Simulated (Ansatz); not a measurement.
**SiC (rocksalt type): how the settings move a single-point run**

Question: which choices in the input matter for SiC (rocksalt type)?

Program: Ansatz 0.2.0. Level of theory: reference: DFT, PBEsol, all-electron PAW with datasets made for the crystal, scalar-relativistic. These are calculated values, not measurements.

### Step 1. Starting point

It takes space group Fm-3m (No. 225, cubic). The conventional cell has a = 3.616 Å, b = 3.616 Å, c = 3.616 Å, α = 90.00°, β = 90.00°, γ = 90.00°. Si (site symmetry m-3m) is surrounded by 6 C at 1.81 Å. C (site symmetry m-3m) is surrounded by 6 Si at 1.81 Å.

Structure file:

```xyz
2
Lattice="0.0000 1.8078 1.8078 1.8078 0.0000 1.8078 1.8078 1.8078 0.0000" Properties=species:S:1:pos:R:3 pbc="T T T"
Si    0.0000    0.0000    0.0000
C     1.8078    1.8078    1.8078
```

### Step 2. Baseline

input.yaml

```yaml
crystal:
  lattice:
    - [0.0, 1.8078014922, 1.8078014922]
    - [1.8078014922, 0.0, 1.8078014922]
    - [1.8078014922, 1.8078014922, 0.0]
  atoms:
    - { symbol: Si, position: [0.0, 0.0, 0.0] }
    - { symbol: C, position: [0.5, 0.5, 0.5] }
kpoints:
  mp_grid: { grid: [17, 17, 17] }
scf:
  occupations: { method: fermi_dirac, width: 0.08 }
hamiltonian:
  xc: pbesol
  pseudopotentials: { kind: all_electron, datasets: crystal }
output:
  forces: true
  stress: true
  eigenvalues: true
```

Launch:

```console
ansatz run input.yaml --threads 1 --pin off --max-ram 2048MiB --backend cpu --events-out ev --progress --plain --runs-dir out
```

### Step 3. Changed: xc lda

Edit input.yaml of step 2 so:

```diff
@@ -13,3 +13,3 @@
 hamiltonian:
-  xc: pbesol
+  xc: lda
   pseudopotentials: { kind: all_electron, datasets: crystal }
```

**Question.** What will these runs give? Wanted: for each run, ending; energy change; pressure; gap; force.

As calculated:

| run | ending | energy change | pressure (GPa) | gap (eV) | force (eV/Å) | cycles | time |
| --- | --- | --- | --- | --- | --- | --- | --- |
| reference | converged | - | 171.1 | 0.65 | 0.00 | 6 | 4.4 s |
| 1: xc lda | converged | not comparable | 160.1 | 0.79 | 0.00 | 7 | 4.5 s |

Residual by cycle in the longest SCF loop of each run; runs are numbered as in the table. The quantity is the density residual dr2, in eV.

| cycle | reference | run 1 |
| --- | --- | --- |
| 1 | 5.13 | 5.47 |
| 2 | 0.0428 | 0.0401 |
| 3 | 0.00781 | 0.00861 |
| 4 | 7.7e-5 | 9.3e-5 |
| 5 | 5.2e-7 | 3.9e-6 |
| 6 | 1.5e-8 | 6.0e-8 |
| 7 | - | 1.6e-9 |

What this shows: A change of functional puts the total energy on another scale; the pressure goes from 171.1 to 160.1 GPa and the gap on the mesh goes from 0.65 to 0.79 eV. At this fixed cell a lower pressure means that this functional prefers a smaller volume than the reference. The structure is not at rest: the sound run finds 171 GPa, so these are no properties of the relaxed crystal. 
